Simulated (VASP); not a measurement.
Input of a VASP 6.6.1 run:

File POSCAR:

```
GaAs
1.0
    0.0000000000      2.8924516666      2.8924516666
    2.8924516666      0.0000000000      2.8924516666
    2.8924516666      2.8924516666      0.0000000000
Ga As
1 1
Direct
    0.0000000000      0.0000000000      0.0000000000
    0.2500000000      0.2500000000      0.2500000000
```

The input INCAR.step1:

```
SYSTEM = GaAs
ALGO     = Normal         ! electronic algorithm
EDIFF    = 1E-4           ! SCF threshold, eV
ENCUT    = 520            ! plane-wave cutoff, eV
GGA      = PE             ! functional
ISMEAR   = 0              ! smearing method
LASPH    = .True.         ! aspherical terms in the spheres
LCHARG   = .False.        ! write CHGCAR
LREAL    = .False.        ! projectors in reciprocal space
LWAVE    = .True.         ! write WAVECAR
NELM     = 100            ! most SCF steps
PREC     = Accurate       ! precision mode
SIGMA    = 0.01           ! smearing width, eV
```

File INCAR.step2:

```
SYSTEM = GaAs
ALGO     = Normal         ! electronic algorithm
EDIFF    = 1E-6           ! SCF threshold, eV
EDIFFG   = -0.001         ! ionic threshold
ENCUT    = 520            ! plane-wave cutoff, eV
IBRION   = 2              ! ionic algorithm
ISIF     = 2              ! what is computed and relaxed
ISMEAR   = 0              ! smearing method
ISTART   = 1            
LASPH    = .True.         ! aspherical terms in the spheres
LCHARG   = .False.        ! write CHGCAR
LMIXTAU  = .True.       
LREAL    = .False.        ! projectors in reciprocal space
LWAVE    = .False.        ! write WAVECAR
METAGGA  = R2SCAN         ! meta-GGA
NELM     = 100            ! most SCF steps
NSW      = 80             ! ionic steps
PREC     = Accurate       ! precision mode
SIGMA    = 0.01           ! smearing width, eV
```

File KPOINTS:

```
k-points
0
Gamma
  8 8 8
  0 0 0
```

Potentials or basis: VASP PAW PBE potentials, release 64 (Ga_d, As).

The run is started by

```sh
$ cat potpaw_PBE.64/Ga_d/POTCAR potpaw_PBE.64/As/POTCAR > POTCAR
$ cp INCAR.step1 INCAR
$ mpirun -np 1 vasp_std > vasp.out
$ cp INCAR.step2 INCAR
$ mpirun -np 1 vasp_std > vasp.out
```

(1) What does it give for the band gap on the k mesh?

Answers

(1) 0.45 eV, direct.

Caveat: the relaxation stopped at its first step, so nothing moved.

**Measured values to compare with.**

“Evidence of valence band perturbations in GaAsN/GaAs(001): A combined variable-angle spectroscopic ellipsometry and modulated photoreflectance investigation”, 2008, arxiv:0805.2212 reports, for a bulk crystal of GaAs at 300 K: band gap 1.412 ± 0.01 eV (direct).

Measured gap of GaAs: 1.412 eV (direct; 300 K; “Evidence of valence band perturbations in GaAsN/GaAs(001): A combined variable-angle spectroscopic ellipsometry and modulated photoreflectance investigation”, 2008, arxiv:0805.2212). This calculation gives 0.45 eV (-0.96 eV). 3 values of this kind are on record (1.412 to 1.51 eV); this one was drawn at random among those near their median, those with a stated uncertainty first. Spin-orbit coupling on As, Ga is left out. The value is that of r2SCAN, without temperature or zero-point motion. The cell is a database's relaxed one, not the measured one, which moves gaps too.
